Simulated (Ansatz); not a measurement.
# GaP (F-43m) in Ansatz: notebook, part 2 of 2

Ansatz 0.2.0. The steps go on from the part before.

### Step 5. Phonons, PBEsol

Contents of input.yaml:

```yaml
crystal:
  lattice:
    - [0.0, 2.72525, 2.72525]
    - [2.72525, 0.0, 2.72525]
    - [2.72525, 2.72525, 0.0]
  atoms:
    - { symbol: Ga, position: [0.0, 0.0, 0.0] }
    - { symbol: P, position: [0.75, 0.75, 0.75] }
kpoints:
  mp_grid: { grid: [6, 6, 6] }
scf:
  occupations: { method: fermi_dirac, width: 0.05 }
hamiltonian:
  xc: pbesol
  pseudopotentials: { kind: all_electron, lapw: { basis_error: 0.001 } }
output: {}
phonons:
  method: fd
  supercell: [1, 1, 1]
```

Potentials or basis: all-electron LAPW, scalar-relativistic.

Run with:

```sh
$ ansatz run input.yaml --threads 1 --pin off --max-ram 3072MiB --backend cpu --events-out ev --progress --plain --runs-dir out
```

Log:

```text
Warning: RAYON_NUM_THREADS=1 ignored (pool sized by the plan → 1); use --threads N
LAPW: plane waves up to 8.902 Å⁻¹, error target 1.0e-3 eV per atom; small_component_spin mean_spin; P in spheres of 1.032 Å, 13 of its electrons in bands, Dirac shells []; Ga in spheres of 1.257 Å, 21 of its electrons in bands, Dirac shells [] (how accurate: hamiltonian.pseudopotentials.lapw.basis_error, Limitations)
Engine: ansatz 0.2.0, x86_64-unknown-linux-gnu
Pseudopotentials: kind: all_electron
Pseudopotential: Ga, LAPW, valence charge 21, lapw/all_electron/scalar/gaussian/Ga, Koelling and Harmon's equation, gaussian nucleus
Pseudopotential: P, LAPW, valence charge 13, lapw/all_electron/scalar/gaussian/P, Koelling and Harmon's equation, gaussian nucleus
Functional definition: PBEsol
  exchange = pbesol_x
  correlation = pbesol_c
Crystal: 2 atoms, lattice volume = 40.481 Å³
Basis set: ecut = 301.9047060438312 eV, 531 PW (Γ), exchange–correlation at level 2
Bands: 21, of which v1, the nominal top of the filled ones, is band 17 counted from 1 (16 counted from 0)
Symmetry: 24 space group operations
k-points: 16 of 216 (time reversal used)
Non-local potential: Ga, projectors of the file, none
Non-local potential: P, projectors of the file, none
Initial density: superposition of atomic densities (chi_scale 0.1, normalization cell, long waves kept (reshape's long-wave potential 0.00 eV rms))
Initial wavefunctions: plane waves of lowest kinetic energy (no species holds an atomic orbital)
Functional: x = pbesol(κ = 0.804, μ = 0.12345679012345678), c = pbesol(β = 0.046)
iter 1 solved again at ethr=2.31e-3 eV; its pass at ethr=1.00e-1 eV (dr2=7.85e-1 eV) is discarded
SCF iter   1: F=—  HF=-62154.478518 eV  |F-HF|=—  |Δ(HF+E_count)|=         —  Δρ=3.85e-2  dr2=7.87e-1  ethr=2.31e-3  ⟨swp⟩=2.0  Hψ=2259  notcnv=0
preconditioner: auto → none  [insulator: Δε(μ)=1.963 eV  Ē_g=14.961 eV  σ=0.050 eV  W_gap=1.00  n_scr=14 (ndim 8)  ℏωp=24.8 eV  f_vac=0.017  D(μ)=0.00/eV (n_scr^D=0)  ε∞_Penn≈3.7]
iter 2 solved again at ethr=2.24e-4 eV; its pass at ethr=2.31e-3 eV (dr2=7.61e-2 eV) is discarded
SCF iter   2: F=—  HF=-62154.227266 eV  |F-HF|=—  |Δ(HF+E_count)|=   2.51e-1  Δρ=1.52e-2  dr2=7.61e-2  ethr=2.24e-4  ⟨swp⟩=2.0  Hψ=1732  notcnv=0
SCF iter   3: F=—  HF=-62154.198916 eV  |F-HF|=—  |Δ(HF+E_count)|=   2.84e-2  Δρ=6.92e-3  dr2=1.42e-2  ethr=2.24e-4  ⟨swp⟩=2.0  Hψ=975  notcnv=0
SCF iter   4: F=—  HF=-62154.193504 eV  |F-HF|=—  |Δ(HF+E_count)|=         —  Δρ=2.17e-3  dr2=1.76e-3  ethr=4.16e-5  ⟨swp⟩=2.0  Hψ=911  notcnv=0
the basis was enlarged: its passes take 194.2 KiB over the memory plan, 1 of 1 planned eigensolver slots
[... 28 lines left out ...]
SCF 3 converged in 6 iterations: F = -62154.192213 eV  dr2 = 1.27e-10
SCF converged after 8 iterations
Free energy (F): -62154.192708 eV
Harris-Foulkes:  -62154.192708 eV  (|F-HF|=1.82e-10)
Internal energy: -62154.192708 eV  (E = F + TS)
E sigma→0 (E₀):  -62154.192708 eV
Entropy (-TS):   -0.000000 eV (-0.000 meV/atom)
Fermi energy:    9.194337 eV
--- Per-component energies (eV) ---
  E_band       = -1791.760867
  E_kinetic    = 63218.704555
  E_xc         = -2634.861553
  E_electrostatic = -122738.035710  (all electrons and nuclei)
  E_smearing   = -0.000000  (= −TS)
  E_closure    = 0.000000  (closes the sum)
  E_atoms      = -62144.310062  (free atoms, spherical and without spin; not in F)
  Σ components = -62154.192708   (vs F -62154.192708, Δ=0.00e0)
  Basis errors (estimates in eV, not in F): energy 4.5e-4 per atom: plane waves 4.1e-4 (2.4e-4 summed), levels above the bands 6.4e-60, relativity 1.4e-8, radial functions 4.6e-5, core shells 2.4e-11; eigenvalues (radial functions only) 4.3e-7; not estimated: angular momenta, meshes, grids; target (lapw.basis_error) 1.0e-3; muffin-tin radii P 1.032 Å, Ga 1.257 Å
--- Forces (eV/Å), atoms counted from 1 ---
  atom   1  Ga     0.00000000    -0.00000000     0.00000000
  atom   2  P     -0.00000000     0.00000000     0.00000000
  max |Σ_I F_I| component: 1.73e-17 eV/Å
--- Band table (eV; the first three rows and the last of 16) ---
  k-point 0: bands = ["-158.9329", "-134.5457", "-109.6690", "-109.6690", "-109.6690", "-85.4477", "-85.4477", "-85.4477", "-6.1024", "-6.1024", "-6.1024", "-6.0027", "-6.0027", "-4.0728", "8.4489", "8.4489", "8.4489", "10.1933", "12.2658", "12.2658", "12.2658"]
  k-point 1: bands = ["-158.9329", "-134.5457", "-109.6689", "-109.6689", "-109.6689", "-85.4478", "-85.4478", "-85.4478", "-6.1254", "-6.0944", "-6.0944", "-6.0026", "-6.0026", "-3.7144", "6.0322", "8.0726", "8.0726", "10.7858", "12.8188", "12.8188", "13.3908"]
  k-point 2: bands = ["-158.9329", "-134.5457", "-109.6690", "-109.6689", "-109.6689", "-85.4478", "-85.4478", "-85.4478", "-6.1661", "-6.0818", "-6.0818", "-5.9991", "-5.9991", "-2.7592", "3.1952", "7.5325", "7.5325", "10.2588", "13.1877", "13.1877", "15.9237"]
  k-point 15: bands = ["-158.9329", "-134.5457", "-109.6689", "-109.6689", "-109.6689", "-85.4478", "-85.4478", "-85.4478", "-6.2063", "-6.0563", "-6.0420", "-6.0234", "-5.9895", "-1.0020", "1.7949", "5.0254", "5.1345", "11.8113", "12.0175", "15.9114", "15.9358"]
--- Phonons: 2 displaced members + reference (amplitude 0.01 Å, Σ member SCF iterations 12) ---
  symmetry images taken by strict's conditions (phonons.symmetry_images: auto; settled by no image being taken that strict refuses)
  ASR residual: 5.161e-4 → 0.000e0 eV/Å²; symmetrization residual: 2.191e-4 eV/Å²
  largest component of a force at the reference: 3.5e-17 eV/Å
  ASR residual per site (eV/Å²): 5.16e-4 3.68e-4
  Γ frequencies (cm⁻¹): 0.00 0.00 0.00 354.31 354.31 354.31
  density of states and harmonic sums: on the 20×20×20 q-mesh, interpolated from the force constants of a 1×1×1 supercell (no non-analytic term)
  largest difference from the sums on the solved wave vectors: F 4.20e-1 eV, S 6.79e-4 and C_V 2.58e-4 eV/K
  zero-point energy: 0.088031 eV/cell   skipped modes (ω ≤ 0): 3   left out of the sums: 6.25e-5 of the cell's modes: C_V's classical limit lies that fraction below 3 k_B per atom; for a crystal, a wire or a layer, F and S can be off by more, and a phonons.interpolated_qmesh denser along its periods is the remedy for the sampling
```

It took 15 s on 1 thread of AMD EPYC 9R45 (Zen 5), shared host; peak memory 0.36 GiB.

What came out:

```yaml
Free_energy: -62154.1927 eV
Band_gap_on_the_k_mesh: 1.51 eV, indirect (least direct gap 1.74 eV)
Highest_phonon_frequency_at_Γ_LO-TO_splitting_left_out: 354 cm⁻¹
```

Phonon frequencies in cm⁻¹ (negative: imaginary):
| q point | frequencies |
| --- | --- |
| (0.000, 0.000, 0.000) | 0 0 0 354 354 354 |

### Step 6. Elastic constants, PBE

Changes to input.yaml since step 5:

```diff
@@ -13,7 +13,9 @@
 hamiltonian:
-  xc: pbesol
+  xc: pbe
   pseudopotentials: { kind: all_electron, lapw: { basis_error: 0.001 } }
-output: {}
-phonons:
-  method: fd
-  supercell: [1, 1, 1]
+output:
+  forces: true
+  stress: true
+elastic:
+  mode: relaxed_ion
+  stencil: two_point
```

Potentials or basis: all-electron LAPW, scalar-relativistic.

Run with:

```sh
$ ansatz run input.yaml --threads 1 --pin off --max-ram 3072MiB --backend cpu --events-out ev --progress --plain --runs-dir out
```

Wall time 48 s (1 thread of AMD EPYC 9R45 (Zen 5), shared host); peak memory 0.37 GiB.

Results (log left out):

* Free energy: -62209.6592 eV
* Pressure: 2.5 GPa
* Band gap on the k mesh: 1.65 eV, indirect (least direct gap 1.83 eV)
* Elastic constants C11, C12, C44: 137, 64, 67 GPa
* Voigt bulk modulus: 88 GPa

Levels at points of the mesh, in eV from the valence-band top:
| k point | band 15 | band 16 | band 17 | band 18 | band 19 | band 20 |
| --- | --- | --- | --- | --- | --- | --- |
| (0.00, 0.00, 0.00) | 0.00 | 0.00 | 0.00 | 1.83 | 3.88 | 3.88 |
| (0.00, 0.00, -0.50) | -6.63 | -1.12 | -1.12 | 1.67 | 4.71 | 4.71 |
| (0.00, -0.50, -0.50) | -6.76 | -2.68 | -2.68 | 1.65 | 1.82 | 10.58 |

Elastic tensor in Voigt notation (GPa, in the Cartesian axes of the cell as first typed):
```
137  64  64   0   0   0
 64 137  64   0   0   0
 64  64 137   0   0   0
  0   0   0  67   0   0
  0   0   0   0  67   0
  0   0   0   0   0  67
```

### Step 7. Summary

```tsv
task	level	potentials or basis	spin	k mesh	cutoff (eV)	gap on the mesh (eV)	pressure (GPa)
band structure	BLYP	all-electron LAPW, scalar-relativistic	off	8 × 8 × 8	278	1.66	6.3
band structure	PBE	all-electron LAPW, relativistic spinors	SOC, no magnetisation	6 × 6 × 6	278	1.62	2.5
band structure	LDA	all-electron LAPW, relativistic spinors	SOC, no magnetisation	6 × 6 × 6	279	1.46	-2.7
phonons	PBEsol	all-electron LAPW, scalar-relativistic	off	6 × 6 × 6	302	1.51	-
elastic constants	PBE	all-electron LAPW, scalar-relativistic	off	6 × 6 × 6	302	1.65	2.5
```

Alike in all rows: cell as given; smearing fermi-dirac 0.05 eV; basis error allowed 0.001 eV/atom.

Compare energies only between runs with the same functional and basis.

### Step 8. Against experiment

Step 2. Against the measured gap of GaP, 2.34 eV (indirect; 10 K; quoted in “Stacking defects in GaP nanowires: Electronic structure and optical properties”, 2018, arxiv:1810.01194), the calculated 1.66 eV is off by -0.68 eV. Spin-orbit coupling on Ga is left out. The value is that of BLYP, without temperature or zero-point motion. Semilocal functionals fall short of measured gaps as a rule.

Step 3. Against the measured gap of GaP, 2.34 eV (indirect; 10 K; quoted in “Stacking defects in GaP nanowires: Electronic structure and optical properties”, 2018, arxiv:1810.01194), the calculated 1.57 eV is off by -0.77 eV. The value is that of PBE, without temperature or zero-point motion. Semilocal functionals fall short of measured gaps as a rule.

Step 4. A measured gap of GaP is 2.34 eV (indirect; 10 K; quoted in “Stacking defects in GaP nanowires: Electronic structure and optical properties”, 2018, arxiv:1810.01194); the calculated 1.41 eV misses it by -0.93 eV. The value is that of LDA, without temperature or zero-point motion. Semilocal functionals fall short of measured gaps as a rule.

Step 5. A measured gap of GaP is 2.34 eV (indirect; 10 K; quoted in “Stacking defects in GaP nanowires: Electronic structure and optical properties”, 2018, arxiv:1810.01194); the calculated 1.51 eV misses it by -0.83 eV. Spin-orbit coupling on Ga is left out. The value is that of PBEsol on a finite k mesh, which can miss the band edges, without temperature or zero-point motion. Semilocal functionals fall short of measured gaps as a rule.

Step 6. Measured gap of GaP: 2.34 eV (indirect; 10 K; quoted in “Stacking defects in GaP nanowires: Electronic structure and optical properties”, 2018, arxiv:1810.01194). This calculation gives 1.65 eV (-0.69 eV). Spin-orbit coupling on Ga is left out. The value is that of PBE on a finite k mesh, which can miss the band edges, without temperature or zero-point motion. Semilocal functionals fall short of measured gaps as a rule.
